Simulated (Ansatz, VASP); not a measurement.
**Cross-check of B5As5H4 (armchair BAs ribbon N=5 H edges) between VASP and Ansatz**

Aim: how closely do two programs agree when they are given the same cell, functional and k mesh? The cell is taken from a series of runs on this material, whose earlier steps may have relaxed, scaled, displaced or heated it; both programs get it as it stands.

Calculated with Ansatz 0.2.0; plane waves, with VASP 6.6.1 beside it; single point at PBE.

## 1. The starting structure

The cell holds 14 atoms: 5 B, 5 As and 4 H. Cell: a = 16.388 Å, b = 7.000 Å, c = 5.887 Å, α = 90.0°, β = 90.0°, γ = 90.0°. Vacuum lies along a and b. The structure's axis is c.

## 2. Ansatz: single point, PBE

Ansatz runs on its default PAW (the set named soft_2) files.

A single point gives forces, pressure and levels at one fixed geometry, so differences don't come from the geometry; what else differs is listed under the comparison.

input.yaml reads:

```yaml
crystal:
  lattice:
    - [16.388, 0.0, 0.0]
    - [0.0, 7.0, 0.0]
    - [0.0, 0.0, 5.8868248686]
  atoms:
    - { symbol: B, position: [0.293138688, 0.5, 0.000828354] }
    - { symbol: B, position: [0.5, 0.5, 0.002478442] }
    - { symbol: B, position: [0.706861312, 0.5, 0.000828354] }
    - { symbol: As, position: [0.298120374, 0.5, 0.32521477] }
    - { symbol: As, position: [0.5, 0.5, 0.335672101] }
    - { symbol: As, position: [0.701879626, 0.5, 0.32521477] }
    - { symbol: H, position: [0.219075308, 0.5, 0.454457449] }
    - { symbol: H, position: [0.780924692, 0.5, 0.454457449] }
    - { symbol: B, position: [0.39718142, 0.5, 0.504943714] }
    - { symbol: B, position: [0.60281858, 0.5, 0.504943714] }
    - { symbol: As, position: [0.396445282, 0.5, 0.837961103] }
    - { symbol: As, position: [0.603554718, 0.5, 0.837961103] }
    - { symbol: H, position: [0.229170689, 0.5, 0.903947909] }
    - { symbol: H, position: [0.770829311, 0.5, 0.903947909] }
kpoints:
  mp_grid: { grid: [1, 1, 14] }
  band_path: { path: ["Γ", Z], npoints: 90 }
scf:
  occupations: { method: fermi_dirac, width: 0.05 }
hamiltonian:
  xc: pbe
output:
  dos: { e_range: [-5, 4] }
  write_potential: true
  write_density: true
  volumetric_format: npy
```

The run is started by

```
ansatz run input.yaml --threads 4 --pin off --max-ram 16384MiB --backend cpu --events-out ev --progress --plain --runs-dir out
```

Numbers of over 12 decimals in the logs are rounded to 6 here.

The program printed:

```text
Engine: ansatz 0.2.0, aarch64-unknown-linux-gnu
Pseudopotentials: kind: paw
Pseudopotential: B, paw, valence charge 3, recommended cutoff 420 eV (normal), B.paw.azcp
Pseudopotential: As, paw, valence charge 15, recommended cutoff 420 eV (normal), As.paw.azcp
Pseudopotential: H, paw, valence charge 1, recommended cutoff 420 eV (normal), H.paw.azcp
Functional definition: PBE
  parameter kappa = 0.804
  parameter beta = 0.066725
  exchange = pbe_x(kappa = kappa, mu = beta*pi^2/3)
  correlation = pbe_c(beta = beta)
Crystal: 14 atoms, lattice volume = 675.313 Å³
Basis set: ecut = 420 eV, 13207 PW (Γ)
Bands: 61, of which v1, the nominal top of the filled ones, is band 47 counted from 1 (46 counted from 0)
Symmetry: 4 space group operations
Space group: Pmm2 (ITA 25), of the structure as read, at distance tolerance 8.8e-5 Å
k-points: 8 of 14 (time reversal used)
Non-local potential: B, projectors of the file, l = 0: 2, l = 1: 2, l = 2: 1
Non-local potential: As, projectors of the file, l = 0: 2, l = 1: 2, l = 2: 3, l = 3: 1
Non-local potential: H, projectors of the file, l = 0: 2, l = 1: 1
PAW form: soft (Blöchl's): semilocal exchange-correlation on the pseudo side does not see the compensation charge
PAW one-centre angular grid: B, 110 points (default); XC on 64 Gauss nodes
PAW one-centre angular grid: As, 590 points (default); XC on 64 Gauss nodes
PAW one-centre angular grid: H, 110 points (default); XC on 64 Gauss nodes
Initial density: superposition of atomic densities (neutral atoms: chi_scale 0, normalization atom), corrected by the library's trained network
Initial wavefunctions: pseudopotential atomic-orbital guess
Functional: x = pbe(κ = 0.804, μ = 0.219515), c = pbe(β = 0.066725)
SCF iter   1: F=—  HF=-25119.277728 eV  |F-HF|=—  |Δ(HF+E_count)|=         —  Δρ=1.51e-3  dr2=4.41e-2  ethr=1.77e-3  ⟨swp⟩=6.6  Hψ=2030  notcnv=0  defer=13
preconditioner: auto → Resta (q_TF=auto, 1.964 Å⁻¹)  ε∞=2.0  [insulator: Δε(μ)=0.926 eV  Ē_g=9.630 eV  σ=0.050 eV  W_gap=1.00  n_scr=84 (ndim 8)  ℏωp=9.5 eV  f_vac=0.635  D(μ)=0.00/eV (n_scr^D=0)  ε∞_Penn≈2.0  vacuum switching on, ρ_ref=6.7e-3 e/Å³]
SCF iter   2: F=—  HF=-25119.292308 eV  |F-HF|=—  |Δ(HF+E_count)|=   1.46e-2  Δρ=8.37e-4  dr2=1.02e-2  ethr=4.69e-5  ⟨swp⟩=3.0  Hψ=766  notcnv=0  defer=46
SCF iter   3: F=—  HF=-25119.295910 eV  |F-HF|=—  |Δ(HF+E_count)|=   3.60e-3  Δρ=4.19e-4  dr2=2.85e-3  ethr=1.08e-5  ⟨swp⟩=2.1  Hψ=632  notcnv=0  defer=46
SCF iter   4: F=—  HF=-25119.297556 eV  |F-HF|=—  |Δ(HF+E_count)|=   1.65e-3  Δρ=1.28e-4  dr2=2.35e-4  ethr=3.03e-6  ⟨swp⟩=2.1  Hψ=600  notcnv=0  defer=46
SCF iter   5: F=—  HF=-25119.297685 eV  |F-HF|=—  |Δ(HF+E_count)|=   1.30e-4  Δρ=4.66e-5  dr2=2.29e-5  ethr=2.50e-7  ⟨swp⟩=2.0  Hψ=622  notcnv=0  defer=46
SCF iter   6: F=—  HF=-25119.297655 eV  |F-HF|=—  |Δ(HF+E_count)|=   3.02e-5  Δρ=1.86e-5  dr2=3.40e-6  ethr=2.43e-8  ⟨swp⟩=2.0  Hψ=632  notcnv=0  defer=46
SCF iter   7: F=—  HF=-25119.297665 eV  |F-HF|=—  |Δ(HF+E_count)|=   9.53e-6  Δρ=6.73e-6  dr2=3.06e-7  ethr=3.62e-9  ⟨swp⟩=2.0  Hψ=601  notcnv=0  defer=46
SCF iter   8: F=-25119.297666 eV  HF=-25119.297666 eV  |F-HF|=4.92e-8  |Δ(HF+E_count)|=   1.66e-6  Δρ=1.85e-6  dr2=2.13e-8  ethr=1.06e-10  ⟨swp⟩=12.6  Hψ=1842  notcnv=0
SCF 1 converged in 8 iterations: F = -25119.297666 eV  dr2 = 2.13e-8
  greatest PAW one-centre occupation: 0.999 electrons in one spin orbital (limit 2), on the As atom at site 3 (counted from 0), in its partial waves of l = 2
NSCF: frozen V_eff on 91 k-points
WARN: The output density's exchange-correlation potential varies sharply where the density is thin. Do not read a vacuum level from v_tot or v_xc, or from such a field of the output density. On a cell that repeats whose density bears no net charge and no dipole along the vacuum's axis use v_es (v_loc + v_h of the components); under efield.dipole_correction with no amplitude use v_es + v_field, which holds any externa [...]
SCF converged after 8 iterations
Free energy (F): -25119.297666 eV
Harris-Foulkes:  -25119.297666 eV  (|F-HF|=4.92e-8)
Internal energy: -25119.297647 eV  (E = F + TS)
E sigma→0 (E₀):  -25119.297657 eV
Entropy (-TS):   -0.000019 eV (-0.001 meV/atom)
Fermi energy:    -0.945518 eV
--- Per-component energies (eV) ---
  E_band       = -2164.653485
  E_kinetic    = 799.434518
  E_local      = -29428.665526  (includes V_loc(G=0)·N_el)
  E_nonlocal   = -3281.050249
  E_hartree    = 14616.491311
  E_xc         = -582.986974
  E_vxc        = -620.374696  (∫ρ·V_xc dr)
  E_paw        = -9578.122688  (= ΣΔE_a)
  E_vpaw       = 1133.017581  (= ΣTr[D̂ρ^β])
  E_aug_tail   = -0.004935  (compensation charges beyond the density's cutoff)
  E_ewald      = 2335.606896
  E_smearing   = -0.000019  (= −TS)
  E_closure    = 0.000000  (closes the sum)
  Σ components = -25119.297666   (vs F -25119.297666, Δ=0.00e0)
--- Band table (eV; the first three rows and the last of 8) ---
  k-point 0: bands = [... 43 lower, -3.4727, -2.6036, -2.0365, -1.4044, -0.4860, -0.0507, 0.9464, 1.5407, ... 10 higher]
  k-point 1: bands = [... 43 lower, -3.5262, -2.5984, -2.1410, -1.5147, -0.3789, 0.0755, 0.9167, 1.5423, ... 10 higher]
  k-point 2: bands = [... 43 lower, -3.6883, -2.5899, -2.3887, -1.7582, -0.1436, 0.3905, 0.8393, 1.5495, ... 10 higher]
  k-point 7: bands = [... 43 lower, -3.8985, -3.2639, -3.0154, -2.4480, 0.3724, 1.1338, 1.4157, 1.5714, ... 10 higher]
```

## 3. VASP: single point, PBE

The same cell, functional, mesh and smearing now go to VASP, with its own data sets.

Lines of VASP's logs that name or quote its potential files are left out, and so is its time.

INCAR reads:

```
SYSTEM = B5As5H4
PREC = Accurate
ENCUT = 420
EDIFF = 1E-06
NELM = 120
ISMEAR = -1
SIGMA = 0.05
LREAL = .FALSE.
ALGO = Normal
GGA = PE
NBANDS = 36
LORBIT = 11
LWAVE = .FALSE.
LCHARG = .FALSE.
ISIF = 2
LASPH = .TRUE.
GGA_COMPAT = .FALSE.
EFERMI = MIDGAP
KPAR = 4
```

POSCAR reads:

```
B5As5H4
1.0
   16.3880000000      0.0000000000      0.0000000000
    0.0000000000      7.0000000000      0.0000000000
    0.0000000000      0.0000000000      5.8868248686
B As H
5 5 4
Direct
    0.2931386880      0.5000000000      0.0008283540
    0.5000000000      0.5000000000      0.0024784420
    0.7068613120      0.5000000000      0.0008283540
    0.3971814200      0.5000000000      0.5049437140
    0.6028185800      0.5000000000      0.5049437140
    0.2981203740      0.5000000000      0.3252147700
    0.5000000000      0.5000000000      0.3356721010
    0.7018796260      0.5000000000      0.3252147700
    0.3964452820      0.5000000000      0.8379611030
    0.6035547180      0.5000000000      0.8379611030
    0.2190753080      0.5000000000      0.4544574490
    0.7809246920      0.5000000000      0.4544574490
    0.2291706890      0.5000000000      0.9039479090
    0.7708293110      0.5000000000      0.9039479090
```

KPOINTS reads:

```
Automatic mesh
0
Gamma
1 1 14
0 0 0
```

PAW data sets: B, As and H (PBE family, release 64).

The run is started by

```
mpirun -np 4 vasp_std
```

The program printed:

```text
[banner, memory and clock lines left out]
running    4 mpi-ranks, on    1 nodes
 distrk:  each k-point on    1 cores,    4 groups
 distr:  one band on    1 cores,    1 groups

 POSCAR found type information on POSCAR B AsH
 POSCAR found :  3 types and      14 ions
 LDA part: xc-table for (Slater+PW92), standard interpolation
 POSCAR, INCAR and KPOINTS ok, starting setup
 FFT: planning ... GRIDC
 FFT: planning ... GRID_SOFT
 FFT: planning ... GRID
 WAVECAR not read
 entering main loop
       N       E                     dE             d eps       ncg     rms          rms(c)
DAV:   1     0.237311326067E+03    0.23731E+03   -0.12366E+04   576   0.729E+02
DAV:   2    -0.352563155493E+02   -0.27257E+03   -0.26351E+03   836   0.163E+02
DAV:   3    -0.699866976544E+02   -0.34730E+02   -0.34498E+02   720   0.633E+01
DAV:   4    -0.709247187275E+02   -0.93802E+00   -0.93460E+00   808   0.116E+01
DAV:   5    -0.709460659051E+02   -0.21347E-01   -0.21330E-01   804   0.148E+00    0.126E+01
DAV:   6    -0.667030511249E+02    0.42430E+01   -0.13927E+01   680   0.109E+01    0.666E+00
DAV:   7    -0.660707796769E+02    0.63227E+00   -0.16162E+00   760   0.482E+00    0.290E+00
DAV:   8    -0.658410695476E+02    0.22971E+00   -0.40578E-01   736   0.203E+00    0.620E-01
DAV:   9    -0.658243200124E+02    0.16750E-01   -0.27667E-02   784   0.553E-01    0.311E-01
DAV:  10    -0.658196659796E+02    0.46540E-02   -0.10106E-02   724   0.372E-01    0.116E-01
DAV:  11    -0.658199295796E+02   -0.26360E-03   -0.15611E-03   712   0.157E-01    0.836E-02
DAV:  12    -0.658222673248E+02   -0.23377E-02   -0.16863E-03   624   0.135E-01    0.315E-02
DAV:  13    -0.658226243768E+02   -0.35705E-03   -0.28348E-04   624   0.666E-02    0.313E-02
DAV:  14    -0.658240707791E+02   -0.14464E-02   -0.10189E-04   704   0.439E-02    0.115E-02
DAV:  15    -0.658250154714E+02   -0.94469E-03   -0.61874E-05   656   0.315E-02    0.128E-02
DAV:  16    -0.658254241544E+02   -0.40868E-03   -0.31935E-05   680   0.199E-02    0.495E-03
DAV:  17    -0.658255707901E+02   -0.14664E-03   -0.18859E-05   632   0.148E-02    0.431E-03
DAV:  18    -0.658255894618E+02   -0.18672E-04   -0.18642E-06   644   0.484E-03    0.178E-03
DAV:  19    -0.658255948143E+02   -0.53525E-05   -0.73667E-07   480   0.313E-03    0.580E-04
DAV:  20    -0.658255971017E+02   -0.22874E-05   -0.24847E-07   460   0.167E-03    0.444E-04
DAV:  21    -0.658255990058E+02   -0.19041E-05   -0.12747E-07   444   0.101E-03    0.108E-04
DAV:  22    -0.658255998176E+02   -0.81177E-06   -0.51260E-08   436   0.564E-04
   1 F= -.65825600E+02 E0= -.65825590E+02  d E =-.204291E-04
```

From OUTCAR (step 3):

```text
ion  position               nearest neighbor table
   1  0.293  0.500  0.001-  13 1.19   6 1.91   9 1.95
   2  0.500  0.500  0.002-   9 1.95  10 1.95   7 1.96
   3  0.707  0.500  0.001-  14 1.19   8 1.91  10 1.95
   4  0.397  0.500  0.505-   6 1.94   7 1.96   9 1.96
   5  0.603  0.500  0.505-   8 1.94   7 1.96  10 1.96
   6  0.298  0.500  0.325-  11 1.50   1 1.91   4 1.94
   7  0.500  0.500  0.336-   4 1.96   5 1.96   2 1.96
   8  0.702  0.500  0.325-  12 1.50   3 1.91   5 1.94
   9  0.396  0.500  0.838-   1 1.95   2 1.95   4 1.96
  10  0.604  0.500  0.838-   3 1.95   2 1.95   5 1.96
  11  0.219  0.500  0.454-   6 1.50
  12  0.781  0.500  0.454-   8 1.50
  13  0.229  0.500  0.904-   1 1.19
  14  0.771  0.500  0.904-   3 1.19

  LATTYP: Found a simple orthorhombic cell.
 ALAT       =     5.8868248686
 B/A-ratio  =     1.1890960163
 C/A-ratio  =     2.7838436451

 Subroutine GETGRP returns: Found  4 space group operations
 (whereof  4 operations were pure point group operations)

The static configuration has the point symmetry C_2v.

 Found      8 irreducible k-points:

   k-points           NKPTS =      8   k-points in BZ     NKDIM =      8   number of bands    NBANDS=     36

   dimension x,y,z NGX =   112 NGY =   48 NGZ =   40
   dimension x,y,z NGXF=   224 NGYF=   96 NGZF=   80

   ENCUT  =  420.0 eV  30.87 Ry    5.56 a.u.  27.38 11.70  9.84*2*pi/ulx,y,z

   NELECT =      44.0000    total number of electrons

 k-points in reciprocal lattice and weights: Automatic mesh
   0.00000000  0.00000000  0.00000000       0.071
   0.00000000  0.00000000  0.07142857       0.143
   0.00000000  0.00000000  0.14285714       0.143
   0.00000000  0.00000000  0.21428571       0.143
   0.00000000  0.00000000  0.28571429       0.143
   0.00000000  0.00000000  0.35714286       0.143
   0.00000000  0.00000000  0.42857143       0.143
   0.00000000  0.00000000  0.50000000       0.071

 average (electrostatic) potential at core
       1 -35.0790       2 -35.4352       3 -35.0790       4 -35.5580       5 -35.5580
       6 -56.9951       7 -56.9621       8 -56.9951       9 -56.8205      10 -56.8205
      11 -40.5412      12 -40.5412      13 -38.9439      14 -38.9439

 E-fermi :  -1.9683

 k-point     1 :       0.0000    0.0000    0.0000
  band No.  band energies     occupation
    ...
     18      -4.7059      2.00000
     19      -4.4887      2.00000
     20      -3.6261      2.00000
     21      -3.0582      2.00000
     22      -2.4233      1.99978
     23      -1.5127      0.00022
     24      -1.0759      0.00000
     25      -0.0772      0.00000
     26       0.5195      0.00000
     27       1.0010      0.00000
    ...

 k-point     2 :       0.0000    0.0000    0.0714
  band No.  band energies     occupation
    ...
     18      -4.7277      2.00000
     19      -4.5422      2.00000
     20      -3.6209      2.00000
     21      -3.1630      2.00000
     22      -2.5344      1.99998
     23      -1.4048      0.00003
     24      -0.9494      0.00000
     25      -0.1069      0.00000
     26       0.5212      0.00000
     27       1.0206      0.00000
    ...

 k-point     3 :       0.0000    0.0000    0.1429
  band No.  band energies     occupation
    ...
     18      -4.7891      2.00000
     19      -4.7044      2.00000
     20      -3.6124      2.00000
     21      -3.4113      2.00000
     22      -2.7791      2.00000
     23      -1.1686      0.00000
     24      -0.6340      0.00000
     25      -0.1845      0.00000
     26       0.5283      0.00000
     27       1.0792      0.00000
    ...

  Total        0.8324746      1.1852849      0.8110216      0.0000000      0.0000000      0.0000000
  in kB        1.9750427      2.8120837      1.9241455      0.0000000      0.0000000      0.0000000
  external PRESSURE =       2.2370906 kB  Pullay stress =       0.0000000 kB

  energy-cutoff  :      420.00
  volume of cell :      675.31
      direct lattice vectors                 reciprocal lattice vectors
    16.388000000  0.000000000  0.000000000     0.061020259  0.000000000  0.000000000
     0.000000000  7.000000000  0.000000000     0.000000000  0.142857143  0.000000000
     0.000000000  0.000000000  5.886824869     0.000000000  0.000000000  0.169870859

 POSITION                                       TOTAL-FORCE (eV/Angst)
 -----------------------------------------------------------------------------------
      4.80396      3.50000      0.00488        -0.052413      0.000000     -0.038078
      8.19400      3.50000      0.01459         0.000000      0.000000      0.000254
     11.58404      3.50000      0.00488         0.052413      0.000000     -0.038078
      6.50901      3.50000      2.97252        -0.002883      0.000000      0.003500
      9.87899      3.50000      2.97252         0.002883      0.000000      0.003500
      4.88560      3.50000      1.91448         0.033315      0.000000     -0.012979
      8.19400      3.50000      1.97604         0.000000      0.000000     -0.000387
     11.50240      3.50000      1.91448        -0.033315     -0.000000     -0.012979
      6.49695      3.50000      4.93293         0.004523      0.000000      0.001688
      9.89105      3.50000      4.93293        -0.004523      0.000000      0.001688
      3.59021      3.50000      2.67531        -0.085664      0.000000      0.048418
     12.79779      3.50000      2.67531         0.085664      0.000000      0.048418
      3.75565      3.50000      5.32138        -0.012658      0.000000     -0.002484
     12.63235      3.50000      5.32138         0.012658      0.000000     -0.002484
 -----------------------------------------------------------------------------------
    total drift:                                0.000000      0.000000     -0.001342

  FREE ENERGIE OF THE ION-ELECTRON SYSTEM (eV)
  ---------------------------------------------------
  free  energy   TOTEN  =       -65.8255998176 eV

  energy  without entropy=      -65.8255793885  energy(sigma->0) =      -65.82558960

 total charge
# of ion       s       p       d       tot
------------------------------------------
    1        0.704   1.187   0.000   1.891
    2        0.680   1.153   0.000   1.833
    3        0.704   1.187   0.000   1.891
    4        0.682   1.153   0.000   1.835
    5        0.682   1.153   0.000   1.835
    6        1.162   1.731   0.069   2.961
    7        1.166   1.706   0.069   2.941
    8        1.162   1.731   0.069   2.961
    9        1.164   1.720   0.069   2.952
   10        1.164   1.720   0.069   2.952
   11        0.535   0.018   0.000   0.553
   12        0.535   0.018   0.000   0.553
   13        0.608   0.022   0.000   0.629
   14        0.608   0.022   0.000   0.629
--------------------------------------------------
tot         11.553  14.518   0.345  26.416

[... 3 further parts left out ...]
```

## 4. Side by side

Known differences besides the potentials themselves: the data sets hold 94 valence electrons in Ansatz (on its default PAW (the set named soft_2) files) and 44 in VASP. Total energies have different zeros and are not compared.

The two programs side by side:

| quantity | Ansatz | VASP | difference |
| --- | --- | --- | --- |
| gap on the k mesh (eV) | 0.918 | 0.911 | +0.008 |

A gap on the mesh is an upper bound, since the band edges may lie between its points.

## 5. Outcome

```
difference in gap on the k mesh (single point, PBE) : 0.0079 eV
```

What this shows: The difference in gap on the k mesh is 0.0079 eV (single point, PBE), within the 0.08 eV picked in this series as the mark of a large difference. The data sets hold unlike numbers of valence electrons (94 in Ansatz and 44 in VASP), so part of the differences comes from the potentials. 5 further runs of this series are not shown here. How closely two codes agree says nothing of how well the functional describes the real material.

[Lines on the potential files, build, host, timing and source positions are cut from VASP's logs without a mark.]

[Logs are printed without paths, hosts, clocks, repeated set-up lines and the standing remarks that a program may print on its own settings, such as how far it seeks lower states.]

[Hosts, paths, dates, database ids (printed as entryN), source tags and the programs' standing remarks are cut or masked in the printed files.]
